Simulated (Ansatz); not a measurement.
Runs of Ansatz 0.2.0 on Al. The structure is cubic, space group Fm-3m (No. 225). Conventional cell: a = 4.050 Å, b = 4.050 Å, c = 4.050 Å, α = 90.00°, β = 90.00°, γ = 90.00°. Around Al (site symmetry m-3m) lie 12 Al at 2.86 Å. 

| task | level | potentials or basis | cell | k mesh | cutoff (eV) | points for each segment of the path | gap on the mesh (eV) | pressure (GPa) | V0 of scaled cells (Å³/atom) | B0 (GPa) |
| --- | --- | --- | --- | --- | --- | --- | --- | --- | --- | --- |
| single point | PBE | Ansatz PAW | as given | 11 × 11 × 11 | 250 | - | none | 1.6 | - | - |
| equation of state | revPBE | Ansatz PAW | as given | 11 × 11 × 11 | 420 | - | - | - | 16.75 | (c) |
| equation of state | PBE | PseudoDojo stringent | as given | 11 × 11 × 11 | 544 | - | - | - | 16.46 | 80 |
| relaxation of cell and atoms | rPW86-PBE | Ansatz PAW | relaxed | 11 × 11 × 11 | 420 | - | - | 0.0 | - | - |
| band structure | PBE | SSSP precision PAW | as given | 11 × 11 × 11 | 408 | 14 | none | (a) | - | - |
| band structure | PBE | Ansatz PAW | as given | 11 × 11 × 11 | 420 | 14 | none | -0.4 | - | - |
| band structure | PBEsol | Ansatz PAW | as given | 11 × 11 × 11 | 420 | 14 | none | (b) | - | - |
| single point | PBE | Ansatz PAW | as given | 8 × 8 × 8 | 420 | - | none | -0.4 | - | - |
| band structure | RPBE | Ansatz PAW | as given | 11 × 11 × 11 | 420 | 14 | none | 1.0 | - | - |
| equation of state | r2SCAN+D4 | Ansatz PAW | as given | 11 × 11 × 11 | 500 | - | - | - | 15.76 | 94 |
| equation of state | SVWN5 | Ansatz PAW | as given | 11 × 11 × 11 | 420 | - | - | - | 15.81 | 86 |

Alike in all rows: no spin polarisation; smearing fermi-dirac 0.05 eV.

**Question.** Estimate the missing entries.

**Answer.** (a) -0.5; (b) -1.9; (c) 77.

Caveats: the PAW data sets come from PBE, with cores solved anew for the run's functional, which leaves a small shift of forces and pressure (some runs); the pressure holds a Pulay correction of +4.6 GPa for the finite cutoff (some runs); the cutoff lies under the one recommended for these potentials (some runs); the potentials were made for another functional, which shifts forces and pressure (some runs); the plane-wave basis is chosen anew once the cell has moved, so the energies of steps on either side of that aren't comparable (some runs); the PAW data sets were made with another functional, which shifts forces and pressure a little (some runs).

A gap of «none» marks a metal or a gap under the smearing width.
